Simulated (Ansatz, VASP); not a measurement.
**C: VASP beside Ansatz**

File INCAR:

```
SYSTEM = C
ALGO = Normal
EDIFF = 1E-6
ENCUT = 520
GGA = CA
ISIF = 2
ISMEAR = 0
LASPH = .True.
LCHARG = .True.
LELF = .True.
LREAL = .False.
LVHAR = .True.
LWAVE = .False.
NBANDS = 11
NELM = 80
PREC = Accurate
SIGMA = 0.03
```

Contents of KPOINTS:

```
k-points
0
Gamma
  16 16 16
  0 0 0
```

Contents of POSCAR:

```
C
1.0
    0.0000000000      2.1801502710      3.4605416593
    1.2594682072      0.0000000000      3.4605416593
    1.2594682072      2.1801502710      0.0000000000
C
2
Direct
    0.1667065656      0.8332934344      0.1667065656
    0.8332934344      0.1667065656      0.8332934344
```

Input for Ansatz:

```yaml
crystal:
  lattice:
    - [0.0, 2.180150271, 3.4605416593]
    - [1.2594682072, 0.0, 3.4605416593]
    - [1.2594682072, 2.180150271, 0.0]
  atoms:
    - { symbol: C, position: [0.1667065656, 0.8332934344, 0.1667065656] }
    - { symbol: C, position: [0.8332934344, 0.1667065656, 0.8332934344] }
basis:
  ecutwfc: 420
kpoints:
  mp_grid: { grid: [16, 16, 16] }
hamiltonian:
  xc: lda
scf:
  occupations: { method: gaussian, width: 0.03 }
output:
  forces: true
  stress: true
  eigenvalues: true
  write_density: true
  write_potential: true
  elf: true
  volumetric_format: npy
```

Change from the starting cell: strain +0.030 along x and y, +0.030 along z, atoms carried along.

Alike in both runs: task single point; functional LDA; k mesh 16 × 16 × 16; occupations gaussian, width 0.03 eV; no spin polarisation.

|  | VASP | Ansatz |
| --- | --- | --- |
| version | VASP 6.6.1 | Ansatz 0.2.0 |
| potentials or method | VASP PAW LDA potentials, release 64 (C) | scalar-relativistic, plane waves, PAW |
| plane-wave cutoff (eV) | 520 | 420 |
| valence electrons in the cell | 8 | 8 |

|  | VASP | Ansatz | Ansatz less VASP |
| --- | --- | --- | --- |
| gap on the k mesh at the Fermi level (eV) | 0.24 | 0.24 | 0.000 |
| least direct gap on the mesh (eV) | 0.29 | 0.29 | +0.002 |
| pressure (GPa) | -21.2 | -21.9 | -0.71 |
| largest component of the traceless stress (GPa) | 20.67 | 21.49 | +0.816 |
| rms of the force components (eV/Å) | 0.013 | 0.013 | +0.0001 |

Atom by atom the forces differ by 0.000 eV/Å (rms over components).

Caveats: so large a pressure means that the cell lies far from this level's equilibrium, or that cutoff or potentials fall short (VASP).
